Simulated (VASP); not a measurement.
# Ge (Cmcm) in VASP: further runs

One crystal, Ge, is run at these levels: PBE, LDA; tasks: single point, relaxation of cell and atoms.

All numbers are computed with VASP 6.6.1; they aren't measurements. Logs are shortened: lines on timing, memory, paths and dates and some standing lists are left out, and cuts for length are marked.

### 1 Starting point

It takes space group Cmcm (No. 63, orthorhombic). The conventional cell has a = 2.976 Å, b = 5.189 Å, c = 4.728 Å, α = 90.00°, β = 90.00°, γ = 90.00°. Ge (site symmetry m2m) is surrounded by 12 Ge at 2.92 to 2.99 Å.

This isn't the form of Ge at room conditions, which is diamond.

### 2 Single point, PBE

File INCAR:

```
  ALGO = Normal
  EDIFF = 1E-7
  ENCUT = 450
  GGA = PE
  ISIF = 2
  ISMEAR = 0
  LASPH = T
  LCHARG = F
  LREAL = F
  LWAVE = F
  NBANDS = 21
  NELM = 80
  PREC = Accurate
  SIGMA = 0.02
```

File KPOINTS:

```
k-points
0
Gamma
  7 7 4
```

File POSCAR:

```
Ge
1.0
    1.4880529250     -2.5946896100      0.0000000000
    1.4880529250      2.5946896100      0.0000000000
    0.0000000000      0.0000000000      4.7275957900
Ge
2
Direct
    0.3334466300      0.6665533700      0.2500000000
    0.6665533700      0.3334466300      0.7500000000
```

Potentials or basis: VASP PAW PBE potentials, release 64 (Ge_d_GW).

On the command line:

```bash
$ cat potpaw_PBE.64/Ge_d_GW/POTCAR > POTCAR
$ mpirun -np 1 vasp_std > vasp.out
```

OUTCAR:

```text
EDIFF = 1E-7
   ENCUT = 450
   GGA = PE
   ISIF = 2
   ISMEAR = 0
   LASPH = T
   LREAL = F
   NELM = 80
   PREC = Accurate

 ion  position               nearest neighbor table
   1  0.333  0.667  0.250-   2 2.92   2 2.92   2 2.92   2 2.92   2 2.93   2 2.93
   2  0.667  0.333  0.750-   1 2.92   1 2.92   1 2.92   1 2.92   1 2.93   1 2.93

  LATTYP: Found a base centered orthorhombic cell.
 ALAT       =     2.9761058500
 B/A-ratio  =     1.7436809984
 C/A-ratio  =     1.5885173540

  Lattice vectors:

 A1 = (   1.4880529250,  -2.5946896100,   0.0000000000)
 A2 = (   1.4880529250,   2.5946896100,   0.0000000000)
 A3 = (   0.0000000000,   0.0000000000,   4.7275957900)

Analysis of symmetry for initial positions (statically):
=====================================================================
 Subroutine PRICEL returns:
 Original cell was already a primitive cell.

 Routine SETGRP: Setting up the symmetry group for a
 base centered orthorhombic supercell.

 Subroutine GETGRP returns: Found  8 space group operations
 (whereof  4 operations were pure point group operations)
 out of a pool of  8 trial point group operations.

The static configuration has the point symmetry C_2h.
 The point group associated with its full space group is D_2h.

Analysis of symmetry for dynamics (positions and initial velocities):
=====================================================================
 Subroutine PRICEL returns:
 Original cell was already a primitive cell.

 Routine SETGRP: Setting up the symmetry group for a
 base centered orthorhombic supercell.

 Subroutine GETGRP returns: Found  8 space group operations
 (whereof  4 operations were pure point group operations)
 out of a pool of  8 trial point group operations.

The dynamic configuration has the point symmetry C_2h.
 The point group associated with its full space group is D_2h.

 Subroutine INISYM returns: Found  8 space group operations
 (whereof  4 operations are pure point group operations),
 and found     1 'primitive' translations

----------------------------------------------------------------------------------------

                                     Primitive cell

  volume of cell :      36.5068

  direct lattice vectors                    reciprocal lattice vectors
     1.488052925 -2.594689610  0.000000000     0.336009554 -0.192701277  0.000000000
     1.488052925  2.594689610  0.000000000     0.336009554  0.192701277  0.000000000
     0.000000000  0.000000000  4.727595790     0.000000000  0.000000000  0.211524006

  length of vectors
     2.991106096  2.991106096  4.727595790     0.387345069  0.387345069  0.211524006

  position of ions in fractional coordinates (direct lattice)
     0.333446630  0.666553370  0.250000000
     0.666553370  0.333446630  0.750000000

  ion indices of the primitive-cell ions
   primitive index   ion index
                 1           1
                 2           2

----------------------------------------------------------------------------------------

 KPOINTS: k-points

Automatic generation of k-mesh.
 Grid dimensions read from file:
 generate k-points for:    7    7    4

 Generating k-lattice:

  Cartesian coordinates                     Fractional coordinates (reciprocal lattice)
     0.048001365 -0.027528754  0.000000000     0.142857143  0.000000000  0.000000000
     0.048001365  0.027528754  0.000000000     0.000000000  0.142857143  0.000000000
     0.000000000  0.000000000  0.052881001     0.000000000  0.000000000  0.250000000

  Length of vectors
     0.055335010  0.055335010  0.052881001

  Shift w.r.t. Gamma in fractional coordinates (k-lattice)
     0.000000000  0.000000000  0.000000000

 Subroutine IBZKPT returns following result:
 ===========================================

 Found     48 irreducible k-points:

 Following reciprocal coordinates:
            Coordinates               Weight
  0.000000  0.000000  0.000000      1.000000
  0.142857  0.000000  0.000000      4.000000
  0.285714 -0.000000  0.000000      4.000000
  0.428571  0.000000  0.000000      4.000000
  0.142857  0.142857  0.000000      2.000000
  0.285714  0.142857  0.000000      4.000000
[... 16 lines left out ...]
  0.428571  0.142857  0.250000      8.000000
 -0.428571  0.142857  0.250000      8.000000
 [... further k-points ...]
   k-points           NKPTS =     48   k-points in BZ     NKDIM =     48   number of bands    NBANDS=     21
   number of dos      NEDOS =    301   number of ions     NIONS =      2
   total plane-waves  NPLWV =  20736
   dimension x,y,z NGX =    24 NGY =   24 NGZ =   36
   dimension x,y,z NGXF=    48 NGYF=   48 NGZF=   72
   ions per type =               2
   NGX,Y,Z   is equivalent  to a cutoff of  13.34, 13.34, 12.66 a.u.
   NGXF,Y,Z  is equivalent  to a cutoff of  26.68, 26.68, 25.32 a.u.
 SYSTEM =  unknown system
   PREC   = accura    normal or accurate (medium, high low for compatibility)
   ISTART =      0    job   : 0-new  1-cont  2-samecut
   ICHARG =      2    charge: 1-file 2-atom 10-const
   ISPIN  =      1    spin polarized calculation?
   LNONCOLLINEAR =      F non collinear calculations
   LSORBIT =      F    spin-orbit coupling
   LASPH  =      T    aspherical Exc in radial PAW
   ENCUT  =  450.0 eV  33.07 Ry    5.75 a.u.   5.17  5.17  8.18*2*pi/ulx,y,z
   NELM   =     80;   NELMIN=  2; NELMDL= -5     # of ELM steps
   EDIFF  = 0.1E-06   stopping-criterion for ELM
   LREAL  =      F    real-space projection
   EDIFFG = 0.1E-05   stopping-criterion for IOM
   NSW    =      0    number of steps for IOM
   IBRION =     -1    ionic relax: 0-MD 1-quasi-New 2-CG
   NFREE  =      0    steps in history (QN), initial steepest desc. (CG)
   ISIF   =      2    stress and relaxation
   ISYM   =      2    0-nonsym 1-usesym 2-fastsym
   POTIM  = 0.5000    time-step for ionic-motion
   TEBEG  =    0.0;   TEEND  =   0.0 temperature during run
   PSTRESS=    0.0 pullay stress
   NELECT =      28.0000    total number of electrons
   NUPDOWN=      -1.0000    fix difference up-down
   EMIN   =  10.00;   EMAX   =-10.00  energy-range for DOS
   EFERMI =   0.00;   METHOD = LEGACY
   ISMEAR =     0;   SIGMA  =   0.02  broadening in eV -4-tet -1-fermi 0-gaus
   EFERMI_NEDOS =   21; number of points for ismear=-14 and -15
   IALGO  =     38    algorithm
   IMIX   =      4    mixing-type and parameters
     AMIX     =   0.40;   BMIX     =  1.00
     AMIX_MAG =   1.60;   BMIX_MAG =  1.00
  volume/ion in A,a.u.               =      18.25       123.18
  Fermi-wavevector in a.u.,A,eV,Ry     =   1.498544  2.831837 30.553703  2.245634
  Thomas-Fermi vector in A             =   2.610289
   LORBIT       =      0    0 simple, 1 ext, 2 COOP (PROOUT), +10 PAW based schemes
   GGA     = PE    functional components
   LHFCALC =     F    Hartree Fock is set to
   AEXX    =    0.0000 exact exchange contribution
   IVDW    =     0    specifies the selected vdW correction
   LEPSILON=     F    determine dielectric tensor
   LRPA    =     F    only Hartree local field effects (RPA)
 non-spin polarized calculation
 Gauss-broadening in eV      SIGMA  =   0.02
  energy-cutoff  :      450.00
  volume of cell :       36.51
 maximum number of plane-waves:       809
 NGX is ok and might be reduce to    24
   NGX = 11   NGY = 11   NGZ = 17

 number of electron      28.0000013 magnetization

 Free energy of the ion-electron system (eV)
  ---------------------------------------------------
  ext. energy  EPLUGINS =         0.00000000
  ---------------------------------------------------
  free energy    TOTEN  =        -8.29049181 eV

  energy without entropy =       -8.29027323  energy(sigma->0) =       -8.29038252

 E-fermi :   4.4439     XC(G=0): -11.4963

 val. band max:        4.4322359271   @ k =   0.4286   0.4286   0.2500
 cond. band min:       4.5394414298   @ k =   0.4286   0.1429   0.0000
 fundamental gap:      0.1072055026
 Fermi energy:         4.4438698168

 k-point     1 :       0.0000    0.0000    0.0000
  band No.  band energies     occupation
      1     -20.1916      2.00000
      2     -20.1837      2.00000
      3     -20.1800      2.00000
      4     -20.1792      2.00000
      5     -20.1744      2.00000
      6     -20.1713      2.00000
[... 13 lines left out ...]
     20      17.4212      0.00000
     21      18.6487      0.00000

 k-point     2 :       0.1429    0.0000    0.0000
  band No.  band energies     occupation
      1     -20.2011      2.00000
      2     -20.1836      2.00000
      3     -20.1677      2.00000
      4     -20.1668      2.00000
      5     -20.1661      2.00000
      6     -20.1658      2.00000
[... 13 lines left out ...]
     20      18.3380      0.00000
     21      18.3892      0.00000

 k-point     3 :       0.2857   -0.0000    0.0000
  band No.  band energies     occupation
      1     -20.2254      2.00000
      2     -20.1868      2.00000
      3     -20.1810      2.00000
      4     -20.1800      2.00000
      5     -20.1518      2.00000
      6     -20.1285      2.00000
[... 13 lines left out ...]
     20      16.5928      0.00000
     21      18.0373      0.00000

 k-point     4 :       0.4286    0.0000    0.0000
  band No.  band energies     occupation
      1     -20.2426      2.00000
      2     -20.2053      2.00000
      3     -20.1900      2.00000
      4     -20.1853      2.00000
      5     -20.1348      2.00000
      6     -20.1318      2.00000
[... 13 lines left out ...]
     20      15.8413      0.00000
     21      17.3630      0.00000

 k-point     5 :       0.1429    0.1429    0.0000
  band No.  band energies     occupation
      1     -20.1985      2.00000
      2     -20.1972      2.00000
      3     -20.1832      2.00000
      4     -20.1739      2.00000
      5     -20.1559      2.00000
      6     -20.1475      2.00000
[... 13 lines left out ...]
     20      15.6586      0.00000
     21      16.5593      0.00000
[... 382 lines left out ...]
     20      16.1254      0.00000
     21      17.0262      0.00000

 k-point    22 :       0.2857    0.1429    0.2500
  band No.  band energies     occupation
      1     -20.2146      2.00000
      2     -20.2006      2.00000
      3     -20.1859      2.00000
      4     -20.1750      2.00000
      5     -20.1564      2.00000
      6     -20.1303      2.00000
[... 13 lines left out ...]
     20      15.2134      0.00000
     21      16.8880      0.00000

 k-point    23 :       0.4286    0.1429    0.2500
  band No.  band energies     occupation
      1     -20.2182      2.00000
      2     -20.2123      2.00000
      3     -20.1817      2.00000
      4     -20.1743      2.00000
      5     -20.1646      2.00000
      6     -20.1138      2.00000
[... 13 lines left out ...]
     20      14.7397      0.00000
     21      18.2190      0.00000

 k-point    24 :      -0.4286    0.1429    0.2500
  band No.  band energies     occupation
      1     -20.2144      2.00000
      2     -20.2003      2.00000
      3     -20.1854      2.00000
      4     -20.1750      2.00000
      5     -20.1565      2.00000
      6     -20.1298      2.00000
[... 13 lines left out ...]
     20      15.2801      0.00000
     21      16.8707      0.00000

 [... further k-points ...]

------------------------ aborting loop because EDIFF is reached ----------------------------------------

  FORCE on cell =-STRESS in cart. coord.  units (eV):
  Direction    XX          YY          ZZ          XY          YZ          ZX
  --------------------------------------------------------------------------------------
  -------------------------------------------------------------------------------------
  Total        1.2779047      1.4640599      0.9836565      0.0000000      0.0000000      0.0000000
  in kB       56.0834777     64.2532796     43.1697906      0.0000000      0.0000000      0.0000000
  external PRESSURE =      54.5021826 kB  Pullay stress =       0.0000000 kB

 VOLUME and BASIS-vectors are now :
 -----------------------------------------------------------------------------
  energy-cutoff  :      450.00
  volume of cell :       36.51
      direct lattice vectors                 reciprocal lattice vectors
     1.488052925 -2.594689610  0.000000000     0.336009554 -0.192701277  0.000000000
     1.488052925  2.594689610  0.000000000     0.336009554  0.192701277  0.000000000
     0.000000000  0.000000000  4.727595790     0.000000000  0.000000000  0.211524006

 POSITION                                       TOTAL-FORCE (eV/Angst)
 -----------------------------------------------------------------------------------
      1.48805      0.86431      1.18190         0.000000     -0.012660     -0.000000
      1.48805     -0.86431      3.54570         0.000000      0.012660      0.000000
 -----------------------------------------------------------------------------------
    total drift:                               -0.000000     -0.000000      0.000000

  FREE ENERGIE OF THE ION-ELECTRON SYSTEM (eV)
  ---------------------------------------------------
  free  energy   TOTEN  =        -8.2904918051 eV

  energy  without entropy=       -8.2902732288  energy(sigma->0) =       -8.29038252
```

Wall time 14 s (1 thread of Intel Xeon Platinum 8559C (Emerald Rapids), shared host); peak memory 0.16 GiB.

What came out:

```yaml
Free_energy: -8.2905 eV
Pressure: 5.5 GPa
Largest_force: 0.013 eV/Å
Band_gap_on_the_k_mesh: none (metal or under the smearing width)
```

Forces on the atoms (eV/Å):
```
Ge   0.000 -0.013  0.000
Ge   0.000  0.013  0.000
```

Caveat: the cutoff is under 1.25 times the usual one of these potentials, so pressure, stress and relaxed cells hold a basis-set (Pulay) error.

### 3 Relaxation of cell and atoms, LDA

File INCAR:

```
  ALGO = Normal
  EDIFF = 1E-6
  EDIFFG = -0.02
  ENCUT = 600
  GGA = CA
  IBRION = 2
  ISIF = 3
  ISMEAR = -1
  LASPH = True
  LCHARG = False
  LREAL = False
  LWAVE = False
  NELM = 60
  NSW = 60
  PREC = Accurate
  SIGMA = 0.05
```

File KPOINTS:

```
k-points
0
Gamma
  8 8 6
```

POSCAR is that of step 2.

Potentials or basis: VASP PAW LDA potentials, release 64 (Ge_d).

On the command line:

```bash
$ cat potpaw_LDA.64/Ge_d/POTCAR > POTCAR
$ mpirun -np 1 vasp_std > vasp.out
```

Wall time 2.2 min (1 thread of Intel Xeon Platinum 8488C (Sapphire Rapids), shared host); peak memory 0.18 GiB.

It converged, with:

```
Free energy                            : -9.8196 eV
Relaxed volume                         : 17.96 Å³/atom
Relaxed cell                           : a = 2.905 Å, b = 2.905 Å, c = 4.922 Å, α = 90.00°, β = 90.00°, γ = 120.14°
Space group after relaxing (to 0.05 Å) : P6_3/mmc (No. 194)
Energy gained by relaxing              : 21.4 meV/atom
Ionic steps                            : 10
Pressure after relaxing                : 0.0 GPa
Band gap on the k mesh                 : none (metal or under the smearing width)
```

Stress tensor (GPa, compression positive):
```
-0.02  0.00  0.00
 0.00 -0.07  0.00
 0.00  0.00  0.15
```

The path:
| step | energy change (eV) | largest force (eV/Å) | pressure (GPa) | volume (Å³) |
| --- | --- | --- | --- | --- |
| 1 | 0.0000 | 0.0043 | -1.07 | 36.51 |
| 2 | -0.0290 | 0.0016 | 0.29 | 35.85 |
| 3 | -0.0263 | 0.0027 | 2.68 | 34.69 |
| 4 | -0.0393 | 0.0020 | 1.56 | 35.28 |
| 5 | -0.0409 | 0.0033 | -0.35 | 36.11 |
| 6 | -0.0423 | 0.0028 | 0.21 | 35.76 |
| 7 | -0.0423 | 0.0028 | 0.59 | 35.73 |
| 8 | -0.0423 | 0.0027 | 0.30 | 35.75 |
| 9 | -0.0423 | 0.0028 | 0.41 | 35.74 |
| 10 | -0.0427 | 0.0020 | 0.02 | 35.92 |

Final structure:
```
CELL_PARAMETERS angstrom
1.44959 -2.51764 0.00000
1.44959 2.51764 0.00000
0.00000 0.00000 4.92178
ATOMIC_POSITIONS crystal
Ge 0.33333 0.66667 0.25000
Ge 0.66667 0.33333 0.75000
```

Levels at points of the mesh, in eV from the Fermi level:
```csv
k point,band 12,band 13,band 14,band 15,band 16,band 17
"(0.00, 0.00, 0.00)",-8.64,-6.05,7.42,7.47,8.53,9.25
"(0.50, 0.00, 0.00)",-7.21,-3.02,-2.18,-1.08,1.19,2.94
"(0.50, 0.50, 0.00)",-7.23,-3.04,-2.19,-1.11,1.17,3.00
"(0.00, 0.00, 0.50)",-12.21,0.51,0.51,8.39,8.39,8.44
"(0.50, 0.00, 0.50)",-7.11,-5.22,-5.22,4.34,4.34,4.41
"(0.50, 0.50, 0.50)",-7.15,-5.23,-5.23,4.33,4.33,4.48
```

(Part 1 of 2 ends here.)
